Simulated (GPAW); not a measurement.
The system is I.

```xyz
4
Lattice="3.6350 -2.3950 0.0000 3.6350 2.3950 0.0000 0.0000 0.0000 9.7934" Properties=species:S:1:pos:R:3 pbc="T T T"
I     3.6350   -0.7152    3.7646
I     3.6350    1.6799    1.1321
I     3.6350    0.7152    6.0288
I     3.6350   -1.6799    8.6613
```

Base run:

```yaml
Program: GPAW 26.7.0
Functional: r2SCAN
Potentials_or_basis: GPAW PAW data sets (gpaw-data 1.2.1)
Cutoff: 600 eV
Basis: pw
k_mesh: 6 × 6 × 3
Occupations: fermi-dirac, width 0.05 eV
Spin: no spin polarisation
```

Its results: band gap on the k mesh 1.55 eV, indirect (least direct gap 1.65 eV); pressure 1.5 GPa; largest force 0.783 eV/Å.

Problem. The run is repeated on the same cell with these changes: functional from r2SCAN to PBE. What comes out?

Solution. Band gap on the k mesh 1.30 eV, indirect (least direct gap 1.39 eV); pressure 2.0 GPa; largest force 1.000 eV/Å.

r2SCAN gives the wider gap, since meta-GGAs in the generalised Kohn-Sham scheme recover part of the derivative discontinuity.

Caveats: spin-orbit coupling is left out, which moves the levels of the heavy elements; the PAW data sets were made with another functional, which shifts forces and pressure a little (some runs).
